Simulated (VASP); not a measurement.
Here is a VASP 6.6.1 calculation.

Contents of POSCAR:

```
KI
1.0
    0.0000000000      3.5445661589      3.5445661589
    3.5445661589      0.0000000000      3.5445661589
    3.5445661589      3.5445661589      0.0000000000
K I
1 1
Direct
    0.0000000000      0.0000000000      0.0000000000
    0.5000000000      0.5000000000      0.5000000000
```

The input INCAR.step1:

```
SYSTEM = KI
PREC = Accurate
ENCUT = 520
EDIFF = 1E-5
ISMEAR = 0
SIGMA = 0.01
LREAL = .FALSE.
LASPH = .TRUE.
NELM = 80
ALGO = Normal
ISIF = 2
LWAVE = .TRUE.
LCHARG = .FALSE.
GGA = PE
NBANDS = 15
```

The input INCAR.step2:

```
SYSTEM = KI
PREC = Accurate
ENCUT = 520
EDIFF = 1E-7
ISMEAR = 0
SIGMA = 0.01
LREAL = .FALSE.
LASPH = .TRUE.
NELM = 80
ALGO = Normal
ISIF = 2
LWAVE = .FALSE.
LCHARG = .FALSE.
METAGGA = R2SCAN
LHFCALC = .TRUE.
AEXX = 0.1
LMIXTAU = .TRUE.
PRECFOCK = Normal
ISTART = 1
NBANDS = 15
```

Contents of KPOINTS:

```
regular mesh
0
G
  4 4 4
  0 0 0
```

Potentials or basis: VASP PAW PBE potentials, release 64 (K_sv, I).

Run with:

```sh
$ cat potpaw_PBE.64/K_sv/POTCAR potpaw_PBE.64/I/POTCAR > POTCAR
$ cp INCAR.step1 INCAR
$ mpirun -np 1 vasp_std > vasp.out
$ cp INCAR.step2 INCAR
$ mpirun -np 1 vasp_std > vasp.out
```

Predict the pressure.

0.0 GPa.

Estimate the band gap on the k mesh.

5.14 eV.

Caveat: the PAW data sets were made with another functional, which shifts forces and pressure a little; spin-orbit coupling is left out, which moves the levels of the heavy elements.

**Experimental background.**

A printed reference work, monograph reports, for a bulk crystal of KI: band gap 6.32 eV.

Against the measured gap of KI, 6.32 eV (a printed reference work, monograph), the calculated 5.14 eV is off by -1.18 eV. Spin-orbit coupling on I is left out. The value is that of r2SCANh, without temperature or zero-point motion.
